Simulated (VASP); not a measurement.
# AlN (P6_3mc) in VASP: a series of runs, part 2 of 2

VASP 6.6.1.

## 4. Relaxation of cell and atoms, r2SCAN+rVV10

INCAR reads:

```
PREC     = Accurate       # precision mode
ENCUT    = 600            # plane-wave cutoff, eV
EDIFF    = 1E-6           # SCF threshold, eV
ISMEAR   = 0              # smearing method
SIGMA    = 0.05           # smearing width, eV
LREAL    = False          # projectors in reciprocal space
LASPH    = True           # aspherical terms in the spheres
NELM     = 80             # most SCF steps
ALGO     = Normal         # electronic algorithm
ISIF     = 3              # what is computed and relaxed
LWAVE    = False          # write WAVECAR
LCHARG   = False          # write CHGCAR
METAGGA  = R2SCAN         # meta-GGA
LMIXTAU  = True         
LUSE_VDW = True         
IVDW_NL  = 2            
BPARAM   = 11.95        
CPARAM   = 0.0093       
IBRION   = 2              # ionic algorithm
NSW      = 40             # ionic steps
EDIFFG   = -0.005         # ionic threshold
```

KPOINTS reads:

```
Automatic mesh
0
Gamma
  10 10 6
```

POSCAR reads:

```
AlN
1.0
    3.1130000000      0.0000000000      0.0000000000
   -1.5565000000      2.6959370820      0.0000000000
    0.0000000000      0.0000000000      4.9810000000
Al N
2 2
Direct
    0.6666666667      0.3333333333      0.5000000000
    0.3333333333      0.6666666667      0.0000000000
    0.6666666667      0.3333333333      0.8800000000
    0.3333333333      0.6666666667      0.3800000000
```

Potentials or basis: VASP PAW PBE potentials, release 64 (Al, N).

On the command line:

```
> cat potpaw_PBE.64/Al/POTCAR potpaw_PBE.64/N/POTCAR > POTCAR
> mpirun -np 1 vasp_std > vasp.out
```

OUTCAR:

```text
PREC = Accurate
   ENCUT = 600
   EDIFF = 1E-6
   ISMEAR = 0
   LREAL = False
   LASPH = True
   NELM = 80
   ISIF = 3
   METAGGA = R2SCAN
   IVDW_NL = 2
   BPARAM = 11.95
   IBRION = 2
   NSW = 40
   EDIFFG = -0.005

 ion  position               nearest neighbor table
   1  0.667  0.333  0.500-   3 1.89   4 1.89   4 1.89   4 1.89   2 3.07   2 3.07   2 3.07   2 3.07
                             2 3.07   2 3.07
   2  0.333  0.667  0.000-   4 1.89   3 1.89   3 1.89   3 1.89   1 3.07   1 3.07   1 3.07   1 3.07
                             1 3.07   1 3.07
   3  0.667  0.333  0.880-   1 1.89   2 1.89   2 1.89   2 1.89
   4  0.333  0.667  0.380-   2 1.89   1 1.89   1 1.89   1 1.89

  LATTYP: Found a hexagonal cell.
 ALAT       =     3.1130000000
 C/A-ratio  =     1.6000642467

  Lattice vectors:

 A1 = (   3.1130000000,   0.0000000000,   0.0000000000)
[... 514 lines left out ...]
      3      -0.1533      2.00000
      4       5.0646      2.00000
      5       5.0646      2.00000
      6       5.7278      2.00000
      7       5.7278      2.00000
      8       5.9572      2.00000
      9      10.8740      0.00000
     10      13.5002      0.00000
     11      17.5720      0.00000
     12      18.0009      0.00000
[... 331 lines left out ...]
 k-point    24 :       0.4000    0.1000    0.1667
  band No.  band energies     occupation
      1      -8.0753      2.00000
      2      -7.4177      2.00000
      3       0.4468      2.00000
      4       1.4801      2.00000
      5       2.8278      2.00000
      6       3.6171      2.00000
      7       4.5113      2.00000
      8       4.8555      2.00000
      9      12.1298      0.00000
     10      13.1287      0.00000
     11      15.6808      0.00000
     12      16.6638      0.00000

 [... further k-points ...]

------------------------ aborting loop because EDIFF is reached ----------------------------------------

  FORCE on cell =-STRESS in cart. coord.  units (eV):
  Direction    XX          YY          ZZ          XY          YZ          ZX
  --------------------------------------------------------------------------------------
  -------------------------------------------------------------------------------------
  Total       -0.0096223     -0.0096223     -0.0098244      0.0000000      0.0000000     -0.0000000
  in kB       -0.3721647     -0.3721647     -0.3799821      0.0000000      0.0000000     -0.0000000
  external PRESSURE =      -0.3747705 kB  Pullay stress =       0.0000000 kB
[... 19 lines left out ...]
  FREE ENERGIE OF THE ION-ELECTRON SYSTEM (eV)
  ---------------------------------------------------
  free  energy   TOTEN  =       -38.0829334742 eV

  energy  without entropy=      -38.0829334742  energy(sigma->0) =      -38.08293347

 reached required accuracy - stopping structural energy minimisation
```

CONTCAR:

```text
AlN
   1.00000000000000
     3.1022904489894834    0.0000000000000000    0.0000000000000000
    -1.5511452244947417    2.6866623387615700   -0.0000000000000000
    -0.0000000000000000    0.0000000000000000    4.9700099499240977
  Al              N
     2     2
Direct
     0.6666666667000030    0.3333333332999970    0.4991303815547378
     0.3333333332999970    0.6666666667000030    0.9991303815547377
     0.6666666667000030    0.3333333332999970    0.8808696184452649
     0.3333333332999970    0.6666666667000030    0.3808696184452648

  0.00000000E+00  0.00000000E+00  0.00000000E+00
  0.00000000E+00  0.00000000E+00  0.00000000E+00
  0.00000000E+00  0.00000000E+00  0.00000000E+00
  0.00000000E+00  0.00000000E+00  0.00000000E+00
```

Wall time 16 min (1 thread of AMD EPYC 7R13 (Zen 3), shared host); peak memory 0.3 GiB.

What came out:

- Free energy: -38.0829 eV
- Relaxed volume: 10.36 Å³/atom
- Relaxed cell: a = 3.102 Å, b = 3.102 Å, c = 4.970 Å, α = 90.00°, β = 90.00°, γ = 120.00°
- Space group after relaxing (to 0.05 Å): P6_3mc (No. 186)
- Energy gained by relaxing: 0.9 meV/atom
- Ionic steps: 9
- Pressure after relaxing: 0.0 GPa
- Band gap on the k mesh: 4.92 eV, direct

Step by step:
```csv
step,energy change (eV),largest force (eV/Å),pressure (GPa),volume (Å³)
1,0.0000,0.1256,-1.89,41.80
2,0.0001,0.1006,1.94,41.06
3,-0.0035,0.0146,-0.06,41.43
4,-0.0035,0.0119,-0.03,41.43
5,-0.0034,0.0099,0.02,41.42
6,-0.0035,0.0069,0.07,41.41
7,-0.0035,0.0050,0.10,41.40
8,-0.0035,0.0035,-0.10,41.43
9,-0.0035,0.0010,-0.04,41.42
```

Final structure:
```
Al N
1.0
     3.10229    0.00000    0.00000
    -1.55115    2.68666    0.00000
     0.00000    0.00000    4.97001
Al N
2 2
Direct
  0.66667 0.33333 0.49913
  0.33333 0.66667 0.99913
  0.66667 0.33333 0.88087
  0.33333 0.66667 0.38087
```

Caveat: the PAW data sets were made with another functional, which shifts forces and pressure a little. A k mesh can miss the band edges.

## 5. Relaxation of the atoms, r2SCAN (atoms moved at random, drawn with an rms of 0.02 Å)

INCAR reads:

```
PREC = Accurate
ENCUT = 520
EDIFF = 1E-6
ISMEAR = 0
SIGMA = 0.05
LREAL = False
LASPH = True
NELM = 100
ALGO = Normal
ISIF = 2
LWAVE = False
LCHARG = False
METAGGA = R2SCAN
LMIXTAU = True
IBRION = 2
NSW = 60
EDIFFG = -0.01
```

KPOINTS reads:

```
regular mesh
0
Gamma
  7 7 5
```

POSCAR reads:

```
AlN
1.0
    3.1130000000      0.0000000000      0.0000000000
   -1.5565000000      2.6959370820      0.0000000000
    0.0000000000      0.0000000000      4.9810000000
Al N
2 2
Direct
    0.6669120000      0.3362360000      0.4998430000
    0.3268940000      0.6678470000     -0.0018600000
    0.6696610000      0.3331100000      0.8779580000
    0.3369420000      0.6692960000      0.3828520000
```

On the command line:

```
> cat potpaw_PBE.64/Al/POTCAR potpaw_PBE.64/N/POTCAR > POTCAR
> mpirun -np 1 vasp_std > vasp.out
```

It took 17 min on 1 thread of AMD EPYC 7R13 (Zen 3), shared host; peak memory 0.17 GiB.

It converged, with:

```
Free energy                  : -38.4554 eV
Energy gained by relaxing    : 3.4 meV/atom
Ionic steps                  : 9
Pressure after relaxing      : -1.4 GPa
Largest force after relaxing : 0.009 eV/Å
Band gap on the k mesh       : 4.87 eV, direct
```

Forces in eV/Å, atoms in the order of the input:
```
Al   0.002 -0.005  0.001
Al   0.008  0.002  0.002
N   -0.006  0.000  0.000
N   -0.004  0.003 -0.002
```

Stress tensor (GPa, compression positive):
```
-1.53  0.00  0.01
 0.00 -1.54  0.00
 0.01  0.00 -1.01
```

Step by step:
| step | energy change (eV) | largest force (eV/Å) | pressure (GPa) |
| --- | --- | --- | --- |
| 1 | 0.0000 | 0.5782 | -1.23 |
| 2 | -0.0110 | 0.2502 | -1.34 |
| 3 | -0.0133 | 0.0477 | -1.35 |
| 4 | -0.0134 | 0.0223 | -1.36 |
| 5 | -0.0134 | 0.0231 | -1.36 |
| 6 | -0.0134 | 0.0190 | -1.35 |
| 7 | -0.0135 | 0.0130 | -1.36 |
| 8 | -0.0135 | 0.0101 | -1.36 |
| 9 | -0.0135 | 0.0086 | -1.36 |

Final structure:
```yaml
crystal:
  lattice:
    - [3.11300, 0.00000, 0.00000]
    - [-1.55650, 2.69594, 0.00000]
    - [0.00000, 0.00000, 4.98100]
  atoms:
    - { symbol: Al, position: [0.66694, 0.33512, 0.49875] }
    - { symbol: Al, position: [0.33318, 0.66816, 0.99874] }
    - { symbol: N, position: [0.66665, 0.33484, 0.88065] }
    - { symbol: N, position: [0.33364, 0.66837, 0.38066] }
```

Levels at points of the mesh, in eV from the valence-band top:
| k point | band 5 | band 6 | band 7 | band 8 | band 9 | band 10 | band 11 | band 12 |
| --- | --- | --- | --- | --- | --- | --- | --- | --- |
| (0.00, 0.00, 0.00) | -0.90 | -0.24 | -0.24 | 0.00 | 4.87 | 7.47 | 11.58 | 11.98 |

Caveat: the PAW data sets were made with another functional, which shifts forces and pressure a little.

## 6. Summary

```csv
task,level,cell,k mesh,cutoff (eV),gap on the mesh (eV),pressure (GPa),relaxed volume (Å³/atom),largest force (eV/Å)
relaxation of cell and atoms,r2SCAN,relaxed,10 × 10 × 6,600,4.94,0.0,10.39,0.02
relaxation of cell and atoms,SCAN,relaxed,10 × 10 × 6,600,4.95,0.0,10.35,0.01
relaxation of cell and atoms,r2SCAN+rVV10,relaxed,10 × 10 × 6,600,4.92,0.0,10.36,-
relaxation of the atoms,r2SCAN,"atoms relaxed from: atoms moved at random, drawn with an rms of 0.02 Å",7 × 7 × 5,520,4.87,-1.4,-,0.01
```

Alike in all rows: potentials or basis VASP PAW PBE potentials, release 64 (Al, N); no spin polarisation; smearing gaussian 0.05 eV.

Caveats: the PAW data sets were made with another functional, which shifts forces and pressure a little.

Total energies depend on the potentials used, so only differences within one code and one set of settings carry meaning.
